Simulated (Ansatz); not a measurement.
# Preparing SnO2 (P4_2/mnm) as a host crystal

Before any defect goes in: SnO2 (P4_2/mnm) at rest, and how it screens a charge.

Method: plane-wave PAW DFT, PBEsol; relaxation of the host's cell and atoms; PAW set soft_1, in the first sound run; inputs show where later runs differ, in Ansatz 0.2.0.

## (1) The structure

It takes space group P4_2/mnm (No. 136, tetragonal). The conventional cell has a = 4.765 Å, b = 4.765 Å, c = 3.207 Å, α = 90.00°, β = 90.00°, γ = 90.00°. Nearest to Sn lie 6 O at 2.06 to 2.07 Å. O has 3 Sn at 2.06 to 2.07 Å nearest. Farther neighbours and most contacts between anions are not listed.

## (2) Host cell relaxation

Lattice and positions are set free, within the symmetry that the program keeps.

Contents of cell/input.yaml:

```yaml
crystal:
  lattice:
    - [4.764818, 0.0, 0.0]
    - [0.0, 4.764818, 0.0]
    - [0.0, 0.0, 3.2074998]
  atoms:
    - { symbol: Sn, position: [0.5, 0.5, 0.5] }
    - { symbol: Sn, position: [0.0, 0.0, 0.0] }
    - { symbol: O, position: [0.1940277, 0.8059723, 0.5] }
    - { symbol: O, position: [0.8059723, 0.1940277, 0.5] }
    - { symbol: O, position: [0.3059723, 0.3059723, 0.0] }
    - { symbol: O, position: [0.6940277, 0.6940277, 0.0] }
basis:
  ecutwfc: 420
  xc_grid: 2
hamiltonian:
  xc: pbesol
  pseudopotentials: { kind: paw, azcp: { folder: soft_1 }, xc_functional: pbe }
kpoints:
  mp_grid: { grid: [6, 6, 9] }
scf:
  occupations: { method: fixed }
  max_iter: 100
relax:
  f_tol: 0.005
  max_steps: 60
  cell: {}
output:
  forces: true
  stress: true
checkpoint:
  write: "../cell.run"
  compress: false
  write_wavefunctions: false
  write_every: 100000
```

Started as:

```
$ ansatz run input.yaml --threads 32 --pin off --max-ram 84787MiB --backend cuda --events-out ev --progress --plain --runs-dir out --max-vram 78GiB
```

Numbers of over 12 decimals in the logs are rounded to 6 here.

Log:

```text
[... repeated set-up lines and file paths are left out, and long positions are rounded to six places ...]
Engine: ansatz 0.2.0, aarch64-unknown-linux-gnu
Pseudopotentials: kind: paw
Pseudopotential: Sn, paw, valence charge 14, recommended cutoff 420 eV (normal), soft_1/Sn.paw.azcp
Pseudopotential: O, paw, valence charge 6, recommended cutoff 420 eV (normal), soft_1/O.paw.azcp
Functional definition: PBEsol
  exchange = pbesol_x
  correlation = pbesol_c
[...]
Crystal: 6 atoms, lattice volume = 72.821 Å³
Basis set: ecut = 420 eV, 1435 PW (Γ), exchange–correlation on 64×64×48 points (8 copies of the dense FFT grid, shifted against one another)
Bands: 32, of which v1, the nominal top of the filled ones, is band 26 counted from 1 (25 counted from 0)
Symmetry: 16 space group operations
Space group: P42/mnm (ITA 136), of the structure as read, at distance tolerance 4.2e-5 Å
k-points: 50 of 324
Non-local potential: Sn, projectors of the file, l = 0: 2, l = 1: 2, l = 2: 2, l = 3: 1
Non-local potential: O, projectors of the file, l = 0: 2, l = 1: 2, l = 2: 1
PAW form: soft (Blöchl's): semilocal exchange-correlation on the pseudo side does not see the compensation charge
PAW frozen core: Sn, regenerated for the run's functional, and the local potential with it (the file was generated under x = pbe(κ = 0.804, μ = 0.219515), c = pbe(β = 0.066725))
PAW frozen core: O, regenerated for the run's functional, and the local potential with it (the file was generated under x = pbe(κ = 0.804, μ = 0.219515), c = pbe(β = 0.066725))
PAW one-centre angular grid: Sn, 590 points (default); XC on 64 Gauss nodes
PAW one-centre angular grid: O, 110 points (default); XC on 64 Gauss nodes
Initial density: superposition of atomic densities (chi_scale 0.1, normalization cell, long waves kept (reshape's long-wave potential 0.00 eV rms))
Initial wavefunctions: pseudopotential atomic-orbital guess
[...]
Functional: x = pbesol(κ = 0.804, μ = 0.123457), c = pbesol(β = 0.046)
SCF iter   1: F=—  HF=-14143.802544 eV  |Δ(HF+E_count)|=         —  Δρ=6.92e-2  dr2=2.57e0  Hψ=6253
preconditioner: auto → Resta (q_TF=auto, 2.579 Å⁻¹)  ε∞=3.5  [insulator: Δε(μ)=1.325 eV  Ē_g=19.864 eV  n_scr=18 (ndim 8)  ℏωp=31.4 eV  f_vac=0.000  ε∞_Penn≈3.5]
SCF iter   2: F=—  HF=-14143.302944 eV  |Δ(HF+E_count)|=   5.00e-1  Δρ=3.50e-2  dr2=4.57e-1  Hψ=3383
SCF iter   3: F=—  HF=-14143.241614 eV  |Δ(HF+E_count)|=   6.13e-2  Δρ=1.03e-2  dr2=7.14e-2  Hψ=2375
automatic band count: iteration 3 solves 30 bands in place of 32: the levels show a gap, and the empty bands left out lie too high to hold charge; the band table lists the bands solved (type scf.n_extra_bands for more)
SCF iter   4: F=—  HF=-14143.235077 eV  |Δ(HF+E_count)|=   6.54e-3  Δρ=1.92e-3  dr2=2.06e-3  Hψ=2158
[...]
SCF iter   8: F=-14143.236967 eV  HF=-14143.236967 eV  |Δ(HF+E_count)|=   1.22e-7  Δρ=2.34e-6  dr2=3.57e-9  Hψ=5650
SCF 1 converged in 8 iterations: F = -14143.236967 eV  dr2 = 3.57e-9
  greatest PAW one-centre occupation: 0.997 electrons in one spin orbital (limit 2), on the Sn atom at site 0 (counted from 0), in its partial waves of l = 2
relax step   1: F+E_penalty+E_count = -14143.23696716 eV  Δ(F+E_penalty+E_count) = +0.000e0 eV  max|allowed force component| = 2.593e-2 eV/Å  Δτ_max = 0.0000 Å  P = +0.508 GPa  Ω = 72.821 Å³  (8 SCF iters, dr2 threshold 1.00e-7 eV, accepted)
[... the SCF cycles and remarks between the steps are left out from here to the last step ...]
relax step   2: F+E_penalty+E_count = -14143.23694322 eV  Δ(F+E_penalty+E_count) = +2.394e-5 eV  max|allowed force component| = 5.616e-3 eV/Å  Δτ_max = 0.0027 Å  P = +0.022 GPa  Ω = 72.990 Å³  energy of the carried Pulay correction = -4.132e-4 eV  (4 SCF iters, dr2 threshold 6.00e-7 eV, accepted)
relax step   3: F+E_penalty+E_count = -14143.23698640 eV  Δ(F+E_penalty+E_count) = -4.319e-5 eV  max|allowed force component| = 4.621e-3 eV/Å  Δτ_max = 0.0008 Å  P = -0.002 GPa  Ω = 73.008 Å³  energy of the carried Pulay correction = -4.569e-4 eV  (3 SCF iters, dr2 threshold 9.94e-8 eV, accepted)
relax step   4: F+E_penalty+E_count = -14143.23698161 eV  Δ(F+E_penalty+E_count) = +4.791e-6 eV  max|allowed force component| = 2.709e-3 eV/Å  Δτ_max = 0.0001 Å  P = -0.003 GPa  Ω = 73.013 Å³  energy of the carried Pulay correction = -4.695e-4 eV  (3 SCF iters, dr2 threshold 1.13e-8 eV, accepted)
[...]
iter 1 solved again at ethr=2.30e-8 eV; its pass at ethr=3.10e-3 eV (dr2=1.20e-5 eV) is discarded
SCF iter   1: F=—  HF=-14143.237307 eV  |Δ(HF+E_count)|=         —  Δρ=3.16e-5  dr2=4.72e-8  Hψ=11182
[...]
SCF iter   2: F=—  HF=-14143.237446 eV  |Δ(HF+E_count)|=   1.40e-4  Δρ=1.56e-5  dr2=1.09e-8  Hψ=2932
SCF iter   3: F=—  HF=-14143.237447 eV  |Δ(HF+E_count)|=   7.71e-7  Δρ=3.50e-6  dr2=7.31e-10  Hψ=1996
SCF iter   4: F=-14143.237447 eV  HF=-14143.237447 eV  |Δ(HF+E_count)|=   3.44e-8  Δρ=2.71e-7  dr2=2.52e-11  Hψ=10097
SCF 5 converged in 4 iterations: F = -14143.237447 eV  dr2 = 2.52e-11
relax step   5: F+E_penalty+E_count = -14143.23744719 eV  Δ(F+E_penalty+E_count) = -4.656e-4 eV  max|allowed force component| = 2.716e-3 eV/Å  Δτ_max = 0.0000 Å  P = +0.011 GPa  Ω = 73.013 Å³  stress off target by 3.40e-2 GPa  SCF on the basis re-selected at this cell (its energy is not comparable with the rows above)  (4 SCF iters)
basis re-selected at this cell: Δ(F+E_penalty+E_count) = -4.656e-4 eV, ΔP = +0.013 GPa vs the last step (what re-selecting the basis moved, of the pressure what is left beyond the Pulay correction that the steps carried, after the strain that the cell walked [...]
SCF converged after 4 iterations
Free energy (F): -14143.237447 eV
Harris-Foulkes:  -14143.237447 eV  (|F-HF|=1.07e-10)
Internal energy: -14143.237447 eV  (E = F + TS)
E sigma→0 (E₀):  -14143.237447 eV
Fermi energy:    9.130906 eV
--- Per-component energies (eV) ---
  E_band       = -133.811509
  E_kinetic    = 1015.120365
  E_local      = -3198.456364  (includes V_loc(G=0)·N_el)
  E_nonlocal   = 505.972971
  E_hartree    = 1449.202269
  E_xc         = -530.120326
  E_vxc        = -521.862761  (∫ρ·V_xc dr)
  E_paw        = -9229.311581  (= ΣΔE_a)
  E_vpaw       = -832.994282  (= ΣTr[D̂ρ^β])
  E_aug_tail   = 0.003906  (compensation charges beyond the density's cutoff)
  E_ewald      = -4156.359518
  E_core_change = 0.710831  (= ΣΔE_core)
  E_smearing   = -0.000000  (= −TS)
  E_closure    = -0.000000  (closes the sum)
  Σ components = -14143.237447   (vs F -14143.237447, Δ=0.00e0)
--- Forces (eV/Å), atoms counted from 1 ---
  atom   1  Sn     0.00000000     0.00000000     0.00000000
  atom   2  Sn     0.00000000     0.00000000     0.00000000
  atom   3  O     -0.00271553     0.00271553     0.00000000
  atom   4  O      0.00271553    -0.00271553     0.00000000
  atom   5  O      0.00271553     0.00271553     0.00000000
  atom   6  O     -0.00271553    -0.00271553     0.00000000
  max |Σ_I F_I| component: 1.73e-18 eV/Å
--- Stress (GPa, compression-positive) ---
        0.033016       0.000000       0.000000
        0.000000       0.033016       0.000000
        0.000000       0.000000      -0.034006
  P = ⅓ Tr σ = 0.0107 GPa (0.107 kbar)
--- Band table (eV; the first three rows and the last of 50) ---
  k-point 0: bands = ["-11.8868", "-11.1467", "-10.8980", "-10.8743", "-10.8743", "-10.7984", "-10.7537", "-10.6698", "-10.6413", [... rest cut ...]
  k-point 1: bands = ["-11.8302", "-11.0793", "-10.9864", "-10.9864", "-10.8765", "-10.8087", "-10.7490", "-10.6702", "-10.6574", [... rest cut ...]
--- Relaxed structure (4 steps of the walk, 4 accepted, 1 SCFs on fresh bases) ---
  F+E_penalty+E_count = -14143.23744719 eV   max|allowed force component| = 2.716e-3 eV/Å   (the final SCF, on the basis selected at the relaxed cell)
  cell:  # Å, volume = 73.0131 Å³
    - [4.767812, 0, 0.0]
    - [0, 4.767812, 0.0]
    - [0.0, 0.0, 3.211903]
  atoms:
    - { symbol: Sn, position: [0.500000, 0.500000, 0.500000] }
    - { symbol: Sn, position: [0, 0, 0.0] }
    - { symbol: O, position: [0.193728, 0.806272, 0.500000] }
    - { symbol: O, position: [0.806272, 0.193728, 0.500000] }
    - { symbol: O, position: [0.306272, 0.306272, 0.0] }
    - { symbol: O, position: [0.693728, 0.693728, 0.0] }
```

Elapsed: 2.5 s, on 1 × NVIDIA GB200 with 32 threads of Arm Neoverse V2, shared host; peak memory 0.98 GiB.

The steps of the relaxation:

```tsv
step	energy less that of the first step (eV)	largest force component (eV/Å)	pressure (GPa)	volume (Å³)
1	0.0000	0.0259	0.51	72.82
2	0.0000	0.0056	0.02	72.99
3	0.0000	0.0046	0.00	73.01
4	0.0000	0.0027	0.00	73.01
5*	-0.0005	0.0027	0.01	73.01
```

Relaxation steps marked * repeat the geometry before them on a plane-wave basis chosen anew for their cell, so energy and pressure can jump there.

The run keeps the 16 symmetry operations that it works with, so distortions that break them were not tested.

```tsv
conventional cell, symmetrised	before	after	change
a (Å)	4.765	4.768	+0.1 %
b (Å)	4.765	4.768	+0.1 %
c (Å)	3.207	3.212	+0.1 %
volume (Å³/atom)	12.14	12.17	+0.3 %
```

Final coordinates:

```xyz
6
Lattice="4.7678 0.0000 0.0000 0.0000 4.7678 0.0000 0.0000 0.0000 3.2119" Properties=species:S:1:pos:R:3 pbc="T T T"
Sn    2.3839    2.3839    1.6060
Sn    0.0000    0.0000    0.0000
O     0.9237    3.8441    1.6060
O     3.8441    0.9237    1.6060
O     1.4602    1.4602    0.0000
O     3.3076    3.3076    0.0000
```

This step gave:

```yaml
pressure: 0.01068 GPa
```

The cell grew by 0.3 % in volume.

## (3) Dielectric tensors of the host

The response to a uniform electric field gives the electronic dielectric tensor.

This step: plane-wave PAW DFPT, PBEsol; dielectric tensors, Born charges and zone-centre modes of the host; PAW set soft_1 (Ansatz 0.2.0).

Contents of eps/input.yaml:

```yaml
crystal:
  lattice:
    - [4.7678118222, 0.0, 0.0]
    - [0.0, 4.7678118222, 0.0]
    - [0.0, 0.0, 3.2119026566]
  atoms:
    - { symbol: Sn, position: [0.5, 0.5, 0.5] }
    - { symbol: Sn, position: [0.0, 0.0, 0.0] }
    - { symbol: O, position: [0.193727843, 0.806272157, 0.5] }
    - { symbol: O, position: [0.806272157, 0.193727843, 0.5] }
    - { symbol: O, position: [0.306272157, 0.306272157, 0.0] }
    - { symbol: O, position: [0.693727843, 0.693727843, 0.0] }
basis:
  ecutwfc: 420
hamiltonian:
  xc: pbesol
  pseudopotentials: { kind: paw, azcp: { folder: soft_1 }, xc_functional: pbe }
kpoints:
  mp_grid: { grid: [5, 5, 7] }
scf:
  occupations: { method: fixed }
  max_iter: 100
phonons:
  method: dfpt
  dielectric: true
  rigid_motions: translations
```

Log:

```text
[...]
Crystal: 6 atoms, lattice volume = 73.013 Å³
Basis set: ecut = 420 eV, 1435 PW (Γ), exchange–correlation on 64×64×48 points (8 copies of the dense FFT grid, shifted against one another)
Bands: 32, of which v1, the nominal top of the filled ones, is band 26 counted from 1 (25 counted from 0)
Symmetry: 16 space group operations
k-points: 88 of 175 (irreducible under 1 space group operation, time reversal used)
[...]
SCF iter   1: F=—  HF=-14143.798405 eV  |Δ(HF+E_count)|=         —  Δρ=6.90e-2  dr2=2.55e0  Hψ=10900
[...]
SCF iter   2: F=—  HF=-14143.303003 eV  |Δ(HF+E_count)|=   4.95e-1  Δρ=3.49e-2  dr2=4.57e-1  Hψ=5946
[...]
SCF iter  10: F=-14143.237194 eV  HF=-14143.237194 eV  |Δ(HF+E_count)|=  9.46e-11  Δρ=7.13e-8  dr2=1.97e-12  Hψ=19266
SCF 1 converged in 10 iterations: F = -14143.237194 eV  dr2 = 1.97e-12
[...]
the response reads at least the filled bands of the reference SCF and the lowest empty band at each k-point, and that SCF's band table does not vouch for those bands. The notice of the band table in this run's record says why
[...]
NSCF: frozen V_eff on 1 k-points
[...]
NSCF: frozen V_eff on 24 k-points, pencils in batches of 32, up to order 128
[...]
DFPT response loops at q = (0, 0, 0) (fractional): preconditioner auto → Resta (q_TF=auto, 2.578 Å⁻¹)  ε∞=8.1 (no band partly filled); β = 1.00, the filter's whole step (`scf.mixing.beta` (0.50) is not read by the response loops at its default; [...]
[...]
DFPT response loops at Γ: preconditioner auto → Resta (q_TF=auto, 2.578 Å⁻¹)  ε∞=8.1 (no band partly filled); β = 1.00, the filter's whole step (`scf.mixing.beta` (0.50) is not read by the response loops at its default; [...]
── the response to a field inside a basis, on 8×8×12 k-points: an SCF that follows is theirs, and a resumed run solves both again ──
[...]
Bands: 27, of which v1, the nominal top of the filled ones, is band 26 counted from 1 (25 counted from 0)
k-points: 60 of 768
[...]
Eigensolver: Dense (60 Hₖ)
[...]
SCF 1 converged in 4 iterations: F = -14143.141844 eV  dr2 = 6.75e-8
[...]
SCF converged after 10 iterations
[...]
--- Phonons (Γ-DFPT): 4 representative perturbations + reference (Σ response iterations 21) ---
  k mesh reduced under 1 symmetry operation, with k and −k counted as one. Each operation leaves every solved perturbation unchanged. A smaller set is not considered because the run solves the response to a homogeneous field
  ASR residual: 2.762e-5 → 0.000e0 eV/Å²; symmetrization residual: 2.592e-10 eV/Å²
  ASR residual per site (eV/Å²): 1.56e-5 1.56e-5 2.76e-5 2.76e-5 2.76e-5 2.76e-5
  Γ frequencies (cm⁻¹): 0.00 0.00 0.00 103.68 143.31 219.69 219.69 271.47 271.47 341.94 447.68 453.43 453.43 545.01 575.67 575.67 607.03 732.51
  ε∞ (high-frequency dielectric tensor):
        4.598334     0.000000     0.000000
        0.000000     4.598334     0.000000
        0.000000     0.000000     4.907023
  ε⁰ (static dielectric tensor: ions relaxed, cell fixed):
       13.480646    -0.000000     0.000000
       -0.000000    13.480646     0.000000
        0.000000     0.000000    10.415323
  ε⁰ − ε∞ (ionic part):
        8.882312    -0.000000     0.000000
       -0.000000     8.882312     0.000000
        0.000000     0.000000     5.508300
  softest optical mode at Γ: 103.68 cm⁻¹; the repairs (sum rule, projections) moved no ω² at Γ by more than (0.73 cm⁻¹)²
  Born effective charges Z* (e; rows j = field, columns β = displacement):
    site 0:
         4.13426   -0.49167    0.00000
        -0.49167    4.13426    0.00000
         0.00000    0.00000    4.54350
    site 1:
         4.13426    0.49167    0.00000
         0.49167    4.13426    0.00000
         0.00000    0.00000    4.54350
    site 2:
        -2.06713    0.75985   -0.00000
         0.75985   -2.06713   -0.00000
        -0.00000   -0.00000   -2.27175
    site 3:
        -2.06713    0.75985   -0.00000
         0.75985   -2.06713   -0.00000
        -0.00000   -0.00000   -2.27175
    site 4:
        -2.06713   -0.75985   -0.00000
        -0.75985   -2.06713   -0.00000
        -0.00000   -0.00000   -2.27175
    site 5:
        -2.06713   -0.75985   -0.00000
        -0.75985   -2.06713   -0.00000
        -0.00000   -0.00000   -2.27175
  Z* charge neutrality: 1.131e-2 e pre-enforcement
  solved inside a basis spanned on kpoints, on 8×8×12 k-points, its susceptibility summed on 10×10×14: ε∞ is read to err by 2.6e-2, Z* by 3.2e-2 e (field_mesh: kpoints solves on kpoints); Z* is corrected for what the basis lacks
  optical modes at Γ without the LO–TO term, one row a degenerate level:
      ω (cm⁻¹)  modes    IR ((D/Å)²/amu)
        103.68      1             0.0000
        143.31      1             0.0000
        219.69      2            19.6146
        271.47      2             4.8726
        341.94      1             0.0000
        447.68      1            37.7920
        453.43      2             0.0000
        545.01      1             0.0000
        575.67      2            44.9427
        607.03      1             0.0000
        732.51      1             0.0000
  optical modes at Γ + LO–TO along q̂ = [1.0000, 0.0000, 0.0000]:
      ω (cm⁻¹)  modes    IR ((D/Å)²/amu)
        103.68      1             0.0000
        143.31      1             0.0000
[...]
optical modes at Γ + LO–TO along q̂ = [0.0000, 1.0000, 0.0000]:
      ω (cm⁻¹)  modes    IR ((D/Å)²/amu)
[...]
732.51      1             0.0000
  optical modes at Γ + LO–TO along q̂ = [0.0000, 0.0000, 1.0000]:
      ω (cm⁻¹)  modes    IR ((D/Å)²/amu)
        103.68      1             0.0000
        143.31      1             0.0000
        219.69      2            19.6146
        271.47      2             4.8726
        341.94      1             0.0000
        453.43      2             0.0000
        545.01      1             0.0000
        575.67      2            44.9427
        607.03      1             0.0000
        652.23      1            37.7920
        732.51      1             0.0000
```

Wall time 9.2 s (1 × NVIDIA GB200 with 32 threads); peak memory 1.9 GiB.

In the SCF lines HF is the Harris–Foulkes energy and dr2 the Hartree energy of the density residual, in eV; the loop may stop once dr2 is under the threshold and the program's other checks hold. Hψ counts applications of the Hamiltonian.

Electronic dielectric tensor:

```
4.60 0.00 0.00
0.00 4.60 0.00
0.00 0.00 4.91
```

Static dielectric tensor:

```
13.48  0.00  0.00
 0.00 13.48  0.00
 0.00  0.00 10.42
```

The principal values of the electronic dielectric tensor are 4.60, 4.60 and 4.91. The principal values of the static dielectric tensor are 10.42, 13.48 and 13.48.

(Continued in part 2 of 2.)

[Logs are printed without paths, hosts, clocks, repeated set-up lines and the standing remarks that a program may print on its own settings, such as how far it seeks lower states.]

[Hosts, paths, dates, database ids (printed as entryN), source tags and the programs' standing remarks are cut or masked in the printed files.]

[Runs of the host that timed out are not shown.]

[For some hosts the program warned that the k-mesh of the response run may be too coarse for force constants and the static dielectric constant; such warnings are not always shown.]

[The program warned that the k-mesh of a response run behind this text may be too coarse: force constants, and the static dielectric constant and all else formed from them, are not shown converged.]
